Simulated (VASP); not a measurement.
# SiS2 (Ibam) in VASP: single point with r2SCAN

Aim: the single point of SiS2 with r2SCAN.

Program: VASP 6.6.1. These are calculated values, not measurements. Logs are shortened: lines on timing, memory, paths and dates and some standing lists are left out, and cuts for length are marked.

## Step 1: The crystal as given

It takes space group Ibam (No. 72, orthorhombic). Conventional cell: a = 5.771 Å, b = 9.858 Å, c = 5.541 Å, α = 90.00°, β = 90.00°, γ = 90.00°. Around Si (site symmetry 222) lie 4 S at 2.13 Å. S (site symmetry m) has 2 Si at 2.13 Å as nearest neighbours.

The cell comes from a database or a generator and needn't be the stable form of this composition.

## Step 2: Single point, r2SCAN

The input, POSCAR:

```
SiS2
1.0
   -2.8852591965      4.9287670658      2.7705524099
    2.8852591965     -4.9287670658      2.7705524099
    2.8852591965      4.9287670658     -2.7705524099
Si S
2 4
Direct
    0.7500000000      0.7500000000      0.0000000000
    0.2500000000      0.2500000000      0.0000000000
    0.8849177972      0.7988953495      0.6838131467
    0.1150822028      0.2011046505      0.3161868533
    0.6150822028      0.2988953495      0.9139775523
    0.3849177972      0.7011046505      0.0860224477
```

The input, INCAR.step1:

```
SYSTEM = SiS2
ALGO = Normal
EDIFF = 1E-4
ENCUT = 520
GGA = PE
ISMEAR = 0
LASPH = .TRUE.
LCHARG = .FALSE.
LREAL = .FALSE.
LWAVE = .TRUE.
NBANDS = 25
NELM = 100
PREC = Accurate
SIGMA = 0.02
```

The input, INCAR.step2:

```
SYSTEM = SiS2
ALGO = Normal
EDIFF = 1E-6
ENCUT = 520
ISIF = 2
ISMEAR = 0
ISTART = 1
LASPH = .TRUE.
LCHARG = .TRUE.
LELF = .TRUE.
LMIXTAU = .TRUE.
LREAL = .FALSE.
LVHAR = .TRUE.
LWAVE = .FALSE.
METAGGA = R2SCAN
NBANDS = 25
NELM = 100
PREC = Accurate
SIGMA = 0.02
```

The input, KPOINTS:

```
k-points
0
G
  6 6 6
  0 0 0
```

Potentials or basis: VASP PAW PBE potentials, release 64 (Si, S).

The run is started by

```sh
$ cat potpaw_PBE.64/Si/POTCAR potpaw_PBE.64/S/POTCAR > POTCAR
$ cp INCAR.step1 INCAR
$ mpirun -np 1 vasp_std > vasp.out
$ cp INCAR.step2 INCAR
$ mpirun -np 1 vasp_std > vasp.out
```

OUTCAR:

```text
SYSTEM = SiS2
   EDIFF = 1E-6
   ENCUT = 520
   ISIF = 2
   ISMEAR = 0
   ISTART = 1
   LASPH = .TRUE.
   LREAL = .FALSE.
   METAGGA = R2SCAN
   NELM = 100
   PREC = Accurate

 ion  position               nearest neighbor table
   1  0.750  0.750  0.000-   5 2.13   6 2.13   4 2.13   3 2.13   2 2.77   2 2.77
   2  0.250  0.250  0.000-   5 2.13   6 2.13   3 2.13   4 2.13   1 2.77   1 2.77
   3  0.885  0.799  0.684-   2 2.13   1 2.13
   4  0.115  0.201  0.316-   1 2.13   2 2.13
   5  0.615  0.299  0.914-   1 2.13   2 2.13
   6  0.385  0.701  0.086-   1 2.13   2 2.13

  LATTYP: Found a body centered orthorhombic cell.
 ALAT       =     5.5411048198
 B/A-ratio  =     1.0414021356
 C/A-ratio  =     1.7789835154

  Lattice vectors:

 A1 = (   2.8852591965,   4.9287670658,  -2.7705524099)
 A2 = (  -2.8852591965,   4.9287670658,   2.7705524099)
 A3 = (   2.8852591965,  -4.9287670658,   2.7705524099)

Analysis of symmetry for initial positions (statically):
=====================================================================
 Subroutine PRICEL returns:
 Original cell was already a primitive cell.

 Routine SETGRP: Setting up the symmetry group for a
 body centered orthorhombic supercell.

 Subroutine GETGRP returns: Found  8 space group operations
 (whereof  4 operations were pure point group operations)
 out of a pool of  8 trial point group operations.

The static configuration has the point symmetry C_2h.
 The point group associated with its full space group is D_2h.

Analysis of symmetry for dynamics (positions and initial velocities):
=====================================================================
 Subroutine PRICEL returns:
 Original cell was already a primitive cell.

 Routine SETGRP: Setting up the symmetry group for a
 body centered orthorhombic supercell.

 Subroutine GETGRP returns: Found  8 space group operations
 (whereof  4 operations were pure point group operations)
 out of a pool of  8 trial point group operations.

The dynamic configuration has the point symmetry C_2h.
 The point group associated with its full space group is D_2h.

 Subroutine INISYM returns: Found  8 space group operations
 (whereof  4 operations are pure point group operations),
 and found     1 'primitive' translations

----------------------------------------------------------------------------------------

                                     Primitive cell

  volume of cell :     157.5976

  direct lattice vectors                    reciprocal lattice vectors
    -2.885259196  4.928767066  2.770552410     0.000000000  0.101445249  0.180469425
     2.885259196 -4.928767066  2.770552410     0.173294656  0.000000000  0.180469425
     2.885259196  4.928767066 -2.770552410     0.173294656  0.101445249  0.000000000

  length of vectors
     6.347710302  6.347710302  6.347710302     0.207027418  0.250200422  0.200803825

  position of ions in fractional coordinates (direct lattice)
     0.750000000  0.750000000  0.000000000
     0.250000000  0.250000000  0.000000000
     0.884917797  0.798895350  0.683813147
     0.115082203  0.201104650  0.316186853
     0.615082203  0.298895350  0.913977552
     0.384917797  0.701104650  0.086022448

  ion indices of the primitive-cell ions
   primitive index   ion index
                 1           1
                 2           2
                 3           3
                 4           4
                 5           5
                 6           6

----------------------------------------------------------------------------------------

 KPOINTS: k-points

Automatic generation of k-mesh.
 Grid dimensions read from file:
 generate k-points for:    6    6    6

 Generating k-lattice:

  Cartesian coordinates                     Fractional coordinates (reciprocal lattice)
     0.000000000  0.016907541  0.030078237     0.166666667  0.000000000  0.000000000
     0.028882443  0.000000000  0.030078237     0.000000000  0.166666667  0.000000000
     0.028882443  0.016907541  0.000000000     0.000000000  0.000000000  0.166666667

  Length of vectors
     0.034504570  0.041700070  0.033467304

  Shift w.r.t. Gamma in fractional coordinates (k-lattice)
     0.000000000  0.000000000  0.000000000

 Subroutine IBZKPT returns following result:
 ===========================================

 Found     46 irreducible k-points:

 Following reciprocal coordinates:
            Coordinates               Weight
  0.000000  0.000000  0.000000      1.000000
  0.166667 -0.000000  0.000000      4.000000
  0.333333  0.000000  0.000000      4.000000
  0.500000  0.000000  0.000000      2.000000
 -0.000000  0.166667  0.000000      4.000000
  0.166667  0.166667  0.000000      8.000000
[... 16 lines left out ...]
 -0.166667  0.166667  0.166667      2.000000
  0.166667  0.333333  0.166667      4.000000
 [... further k-points ...]
   k-points           NKPTS =     46   k-points in BZ     NKDIM =     46   number of bands    NBANDS=     25
   number of dos      NEDOS =    301   number of ions     NIONS =      6
   total plane-waves  NPLWV = 110592
   dimension x,y,z NGX =    48 NGY =   48 NGZ =   48
   dimension x,y,z NGXF=    96 NGYF=   96 NGZF=   96
   ions per type =               2   4
   NGX,Y,Z   is equivalent  to a cutoff of  12.57, 12.57, 12.57 a.u.
   NGXF,Y,Z  is equivalent  to a cutoff of  25.14, 25.14, 25.14 a.u.
 SYSTEM =  SiS2
   PREC   = accura    normal or accurate (medium, high low for compatibility)
   ISTART =      1    job   : 0-new  1-cont  2-samecut
   ICHARG =      0    charge: 1-file 2-atom 10-const
   ISPIN  =      1    spin polarized calculation?
   LNONCOLLINEAR =      F non collinear calculations
   LSORBIT =      F    spin-orbit coupling
   LASPH  =      T    aspherical Exc in radial PAW
   ENCUT  =  520.0 eV  38.22 Ry    6.18 a.u.  11.80 11.80 11.80*2*pi/ulx,y,z
   NELM   =    100;   NELMIN=  2; NELMDL=  0     # of ELM steps
   EDIFF  = 0.1E-05   stopping-criterion for ELM
   LREAL  =      F    real-space projection
[... 7 lines left out ...]
   TEBEG  =    0.0;   TEEND  =   0.0 temperature during run
   PSTRESS=    0.0 pullay stress
   NELECT =      32.0000    total number of electrons
   NUPDOWN=      -1.0000    fix difference up-down
   EMIN   =  10.00;   EMAX   =-10.00  energy-range for DOS
   EFERMI =   0.00;   METHOD = LEGACY
   ISMEAR =     0;   SIGMA  =   0.02  broadening in eV -4-tet -1-fermi 0-gaus
   EFERMI_NEDOS =   21; number of points for ismear=-14 and -15
   IALGO  =     38    algorithm
   IMIX   =      4    mixing-type and parameters
     AMIX     =   0.40;   BMIX     =  1.00
     AMIX_MAG =   1.60;   BMIX_MAG =  1.00
  volume/ion in A,a.u.               =      26.27       177.25
  Fermi-wavevector in a.u.,A,eV,Ry     =   0.962221  1.818335 12.597225  0.925870
  Thomas-Fermi vector in A             =   2.091661
   LORBIT       =      0    0 simple, 1 ext, 2 COOP (PROOUT), +10 PAW based schemes
   METAGGA = R2SCAN    functional components
   LHFCALC =     F    Hartree Fock is set to
   AEXX    =    0.0000 exact exchange contribution
   IVDW    =     0    specifies the selected vdW correction
   LEPSILON=     F    determine dielectric tensor
   LRPA    =     F    only Hartree local field effects (RPA)
 non-spin polarized calculation
 Gauss-broadening in eV      SIGMA  =   0.02
  energy-cutoff  :      520.00
  volume of cell :      157.60
 maximum number of plane-waves:      4280
   NGX = 23   NGY = 23   NGZ = 23

 number of electron      31.9999998 magnetization

 Free energy of the ion-electron system (eV)
  ---------------------------------------------------
  ext. energy  EPLUGINS =         0.00000000
  ---------------------------------------------------
  free energy    TOTEN  =       -54.17747729 eV

  energy without entropy =      -54.17747729  energy(sigma->0) =      -54.17747729

 E-fermi :   1.4418     XC(G=0):  -8.3453

 val. band max:        1.3045734993   @ k =  -0.3333   0.3333   0.1667
 cond. band min:       4.6836373817   @ k =   0.5000  -0.3333   0.3333
 fundamental gap:      3.3790638823
 Fermi energy:         1.4417907052

 k-point     1 :       0.0000    0.0000    0.0000
  band No.  band energies     occupation
      1     -13.8958      2.00000
      2     -11.7486      2.00000
      3     -11.1475      2.00000
      4     -11.0367      2.00000
      5      -6.4264      2.00000
      6      -4.7042      2.00000
[... 17 lines left out ...]
     24       8.7283      0.00000
     25       9.0919      0.00000

 k-point     2 :       0.1667   -0.0000    0.0000
  band No.  band energies     occupation
      1     -13.7889      2.00000
      2     -11.9566      2.00000
      3     -11.1535      2.00000
      4     -11.0580      2.00000
      5      -6.1650      2.00000
      6      -4.6601      2.00000
[... 17 lines left out ...]
     24       8.4712      0.00000
     25       8.8102      0.00000

 k-point     3 :       0.3333    0.0000    0.0000
  band No.  band energies     occupation
      1     -13.4797      2.00000
      2     -12.4491      2.00000
      3     -11.1601      2.00000
      4     -11.1053      2.00000
      5      -5.5367      2.00000
      6      -4.6461      2.00000
[... 17 lines left out ...]
     24       8.4124      0.00000
     25       9.2501      0.00000

 k-point     4 :       0.5000    0.0000    0.0000
  band No.  band energies     occupation
      1     -13.0065      2.00000
      2     -13.0065      2.00000
      3     -11.1460      2.00000
      4     -11.1460      2.00000
      5      -4.9133      2.00000
      6      -4.9133      2.00000
[... 17 lines left out ...]
     24       8.1068      0.00000
     25       9.5797      0.00000
[... 477 lines left out ...]
 k-point    22 :       0.3333    0.1667    0.1667
  band No.  band energies     occupation
      1     -12.9839      2.00000
      2     -12.9839      2.00000
      3     -11.1787      2.00000
      4     -11.1787      2.00000
      5      -4.9490      2.00000
      6      -4.9490      2.00000
[... 17 lines left out ...]
     24       8.0491      0.00000
     25      10.0770      0.00000

 k-point    23 :      -0.1667    0.1667    0.1667
  band No.  band energies     occupation
      1     -13.8400      2.00000
      2     -11.7506      2.00000
      3     -11.2211      2.00000
      4     -11.1009      2.00000
      5      -6.4292      2.00000
      6      -4.4847      2.00000
[... 17 lines left out ...]
     24       8.9498      0.00000
     25       8.9662      0.00000

 k-point    24 :       0.1667    0.3333    0.1667
  band No.  band energies     occupation
      1     -12.9762      2.00000
      2     -12.9762      2.00000
      3     -11.1897      2.00000
      4     -11.1897      2.00000
      5      -4.9638      2.00000
      6      -4.9638      2.00000
[... 17 lines left out ...]
     24       8.1233      0.00000
     25       9.9260      0.00000

 [... further k-points ...]
[... 5 lines left out ...]
  --------------------------------------------------------------------------------------
  -------------------------------------------------------------------------------------
  Total       -0.1572057     -0.1295167     -0.1361303     -0.0000000      0.0000000      0.0000000
  in kB       -1.5981941     -1.3167004     -1.3839354     -0.0000000      0.0000000      0.0000000
  external PRESSURE =      -1.4329433 kB  Pullay stress =       0.0000000 kB

 VOLUME and BASIS-vectors are now :
 -----------------------------------------------------------------------------
  energy-cutoff  :      520.00
  volume of cell :      157.60
      direct lattice vectors                 reciprocal lattice vectors
    -2.885259196  4.928767066  2.770552410     0.000000000  0.101445249  0.180469425
     2.885259196 -4.928767066  2.770552410     0.173294656  0.000000000  0.180469425
     2.885259196  4.928767066 -2.770552410     0.173294656  0.101445249  0.000000000

 POSITION                                       TOTAL-FORCE (eV/Angst)
 -----------------------------------------------------------------------------------
      0.00000      0.00000      4.15583         0.000000     -0.000000     -0.000000
      0.00000      0.00000      1.38528         0.000000     -0.000000      0.000000
      1.72478      3.79434      2.77055         0.039972      0.035274     -0.000000
      1.16048      1.13443     -0.00000        -0.039972     -0.035274      0.000000
      1.72478      6.06319      0.00000         0.039972     -0.035274     -0.000000
      1.16048     -1.13443      2.77055        -0.039972      0.035274      0.000000
 -----------------------------------------------------------------------------------
    total drift:                                0.000000     -0.000000      0.000000

  FREE ENERGIE OF THE ION-ELECTRON SYSTEM (eV)
  ---------------------------------------------------
  free  energy   TOTEN  =       -54.1774772911 eV

  energy  without entropy=      -54.1774772911  energy(sigma->0) =      -54.17747729
```

It took 11 min on 1 thread of AMD EPYC 9R45 (Zen 5), shared host; peak memory 0.41 GiB.

Results:

```
Free energy            : -54.1775 eV
Pressure               : -0.1 GPa
Largest force          : 0.053 eV/Å
Band gap on the k mesh : 3.38 eV, indirect (least direct gap 3.60 eV)
```

Forces on the atoms (eV/Å):
```
Si   0.000  0.000  0.000
Si   0.000  0.000  0.000
S    0.040  0.035  0.000
S   -0.040 -0.035  0.000
S    0.040 -0.035  0.000
S   -0.040  0.035  0.000
```

Levels at points of the mesh, in eV from the valence-band top:
| k point | band 14 | band 15 | band 16 | band 17 | band 18 | band 19 |
| --- | --- | --- | --- | --- | --- | --- |
| (0.00, 0.00, 0.00) | -0.90 | -0.81 | -0.39 | 4.11 | 4.55 | 4.61 |
| (0.50, 0.00, 0.00) | -1.19 | -0.73 | -0.73 | 3.89 | 3.89 | 5.49 |
| (0.00, 0.50, 0.00) | -0.93 | -0.70 | -0.70 | 3.85 | 3.85 | 5.22 |
| (0.50, 0.50, 0.00) | -1.40 | -1.07 | -0.01 | 4.48 | 5.12 | 5.36 |
| (0.50, 0.50, 0.50) | -1.95 | -1.42 | -0.17 | 3.43 | 4.52 | 4.81 |

Caveat: the PAW data sets were made with another functional, which shifts forces and pressure a little. A k mesh can miss the band edges.
